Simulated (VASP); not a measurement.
# Settings for BP: equation of state

BP, F-43m (no. 216), 2 atoms in the cell. PBE; PAW potentials P, B (PBE set). VASP 6.6.1.

Wanted: equilibrium volume within 0.2 %; bulk modulus within 1 %.

What the run is for: equation of state; Accuracy asked: standard.

The series start from Plane-wave cutoff (eV): 420; k-point mesh: 8 × 8 × 8; Volumes: 5 from 0.92 to 1.08; Precision mode (PREC): Accurate; Electronic threshold (eV): 1e-6; Aspherical gradient terms in the spheres (LASPH): yes; Start of each volume: each volume from scratch. Each series keeps the choices made before it, and each single choice may use up half of a tolerance. Times cover all steps of a run.

## Plane-wave cutoff (eV)

| Plane-wave cutoff (eV) | Equilibrium volume (Å³/atom) | Bulk modulus (GPa) | Time (s) |
|---|---|---|---|
| 260 | 11.79 | 160.6 | 15 |
| 320 | 11.76 | 161.4 | 19 |
| 370 | 11.75 | 161.6 | 19 |
| 420 | 11.75 | 161.7 | 21 |
| 480 | 11.75 | 161.6 | 22 |
| 560 | 11.75 | 161.8 | 31 |
| 670 (reference) | 11.75 | 161.8 | 44 |

Chosen: 320, the loosest value from which every tighter one stays within half of the tolerance.

## k-point mesh

| k-point mesh | Equilibrium volume (Å³/atom) | Bulk modulus (GPa) | Time (s) |
|---|---|---|---|
| 3 × 3 × 3 | 12.04 | 165.6 | 11 |
| 4 × 4 × 4 | 11.84 | 162.1 | 14 |
| 5 × 5 × 5 | 11.79 | 163.9 | 15 |
| 7 × 7 × 7 | 11.76 | 161.7 | 18 |
| 8 × 8 × 8 | 11.76 | 161.4 | 19 |
| 10 × 10 × 10 | 11.76 | 162.1 | 28 |
| 13 × 13 × 13 (reference) | 11.76 | 162.1 | 45 |

Chosen: 7 × 7 × 7.

## Volumes

| Volumes | Equilibrium volume (Å³/atom) | Bulk modulus (GPa) | Time (s) |
|---|---|---|---|
| 5 from 0.88 to 1.12 | 11.76 | 161.7 | 19 |
| 5 from 0.92 to 1.08 | 11.76 | 161.7 | 18 |
| 7 from 0.91 to 1.09 (reference) | 11.75 | 162 | 27 |

Chosen: 5 from 0.88 to 1.12.

## Precision mode (PREC)

| Precision mode (PREC) | Equilibrium volume (Å³/atom) | Bulk modulus (GPa) | Time (s) |
|---|---|---|---|
| SingleN | 11.76 | 162.8 | 11 |
| Normal | 11.76 | 162.3 | 12 |
| Accurate (reference) | 11.76 | 161.7 | 19 |

Chosen: Normal.

## Electronic threshold (eV)

| Electronic threshold (eV) | Equilibrium volume (Å³/atom) | Bulk modulus (GPa) | Time (s) |
|---|---|---|---|
| 0.001 | 11.76 | 162.3 | 10 |
| 0.0001 | 11.76 | 162.3 | 11 |
| 1e-5 | 11.76 | 162.3 | 12 |
| 1e-6 | 11.76 | 162.3 | 12 |
| 1e-7 (reference) | 11.76 | 162.3 | 11 |

Chosen: 0.001.

## Aspherical gradient terms in the spheres (LASPH)

| Aspherical gradient terms in the spheres (LASPH) | Equilibrium volume (Å³/atom) | Bulk modulus (GPa) | Time (s) |
|---|---|---|---|
| no | 11.76 | 162.3 | 7.6 |
| yes (reference) | 11.76 | 162.3 | 10 |

Chosen: no.

## Start of each volume

| Start of each volume | Equilibrium volume (Å³/atom) | Bulk modulus (GPa) | Time (s) |
|---|---|---|---|
| each volume from scratch | 11.76 | 162.3 | 7.6 |
| orbitals of the volume before (WAVECAR) | 11.76 | 162.3 | 6.4 |

Chosen: orbitals of the volume before (WAVECAR); it saves 1.2 s of 7.6, so each volume from scratch would do nearly as well.

## All choices together

| Input | Equilibrium volume (Å³/atom) | Bulk modulus (GPa) | Time (s) |
|---|---|---|---|
| the program's defaults (naive) | 11.79 | 160.7 | 5.4 |
| chosen settings | 11.76 | 162.3 | 6.4 |
| reference settings throughout | 11.75 | 161.8 | 131 |

The tolerance is met.

## The input

INCAR:
```
GGA = PE
ISMEAR = 0
SIGMA = 0.03
LWAVE = True
LCHARG = False
ISIF = 2
NSW = 0
PREC = Normal
LASPH = False
LREAL = False
ALGO = Normal
EDIFF = 0.001
NELM = 120
GGA_COMPAT = False
ENCUT = 320
EFERMI = MIDGAP
```

KPOINTS:
```
Automatic mesh
0
Gamma
  7 7 7
  0 0 0
```

POSCAR.step1:
```
BP
1.0
    0.0000000000      2.1743463311      2.1743463311
    2.1743463311      0.0000000000      2.1743463311
    2.1743463311      2.1743463311      0.0000000000
P B
1 1
Direct
    0.7500000000      0.7500000000      0.7500000000
    0.0000000000      0.0000000000      0.0000000000
```

POSCAR.step2:
```
BP
1.0
    0.0000000000      2.2226808807      2.2226808807
    2.2226808807      0.0000000000      2.2226808807
    2.2226808807      2.2226808807      0.0000000000
P B
1 1
Direct
    0.7500000000      0.7500000000      0.7500000000
    0.0000000000      0.0000000000      0.0000000000
```

POSCAR.step3:
```
BP
1.0
    0.0000000000      2.2690000000      2.2690000000
    2.2690000000      0.0000000000      2.2690000000
    2.2690000000      2.2690000000      0.0000000000
P B
1 1
Direct
    0.7500000000      0.7500000000      0.7500000000
    0.0000000000      0.0000000000      0.0000000000
```

POSCAR.step4:
```
BP
1.0
    0.0000000000      2.3135014941      2.3135014941
    2.3135014941      0.0000000000      2.3135014941
    2.3135014941      2.3135014941      0.0000000000
P B
1 1
Direct
    0.7500000000      0.7500000000      0.7500000000
    0.0000000000      0.0000000000      0.0000000000
```

POSCAR.step5:
```
BP
1.0
    0.0000000000      2.3563538234      2.3563538234
    2.3563538234      0.0000000000      2.3563538234
    2.3563538234      2.3563538234      0.0000000000
P B
1 1
Direct
    0.7500000000      0.7500000000      0.7500000000
    0.0000000000      0.0000000000      0.0000000000
```

Commands (each step's output is kept before the next begins):
```
cat potpaw_PBE.64/P/POTCAR potpaw_PBE.64/B/POTCAR > POTCAR
cp POSCAR.step1 POSCAR
mpirun -np 1 vasp_std > vasp.out
cp POSCAR.step2 POSCAR
mpirun -np 1 vasp_std > vasp.out
cp POSCAR.step3 POSCAR
mpirun -np 1 vasp_std > vasp.out
cp POSCAR.step4 POSCAR
mpirun -np 1 vasp_std > vasp.out
cp POSCAR.step5 POSCAR
mpirun -np 1 vasp_std > vasp.out
```

The chosen input took VASP 6.6.1 6.4 s on 1 core (Intel Xeon Platinum 8488C (Sapphire Rapids)), a shared host.

## An input that fails: cutoff far too low

It runs to its end, but against the unchanged starting input it is off by 0.19 % in the equilibrium volume, 4.8 % in the bulk modulus.

Changes against the starting input:
```
(all steps)
- PREC = Accurate
- NELM = 120
- ENCUT = 420
+ PREC = Low
+ NELM = 84
+ ENCUT = 190
```
